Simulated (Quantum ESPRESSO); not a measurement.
## AlRu in Quantum ESPRESSO: the effect of functional

The system is AlRu.

```
CELL_PARAMETERS angstrom
2.99160 0.00000 0.00000
0.00000 2.99160 0.00000
0.00000 0.00000 2.99160
ATOMIC_POSITIONS crystal
Ru 0.50000 0.50000 0.50000
Al 0.00000 0.00000 0.00000
```

Alike in all runs:

| Quantity | Value |
| --- | --- |
| Program | Quantum ESPRESSO 7.5 |
| Task | phonons |
| Cutoff | 612 eV |
| Density cutoff | 4898 eV |
| k mesh | 9 × 9 × 9 |
| Occupations | cold, width 0.2 eV |
| Spin | no spin polarisation |

Each run relaxes the cell or the atoms first.

```csv
functional,potentials or basis,relaxed volume (Å³/atom),highest phonon frequency (cm⁻¹)
LDA,GBRV 1.5 LDA,12.89,327
PBEsol,GBRV 1.5 PBEsol,13.17,323
BLYP,GBRV 1.5 PBE,14.02,272
RPBE,GBRV 1.5 PBE,13.74,303
AM05,GBRV 1.5 PBE,?,?
vdW-DF-cx,GBRV 1.5 PBE,13.23,321
```

**Question.** What does the run with functional AM05 give?

**Answer.** Relaxed volume 13.14 Å³/atom; highest phonon frequency 328 cm⁻¹.

Caveats: the mesh is thin for the phonons of a metal; the potentials were made for another functional, which shifts forces and pressure (some runs).

Runs at the PBE level aren't shown here.
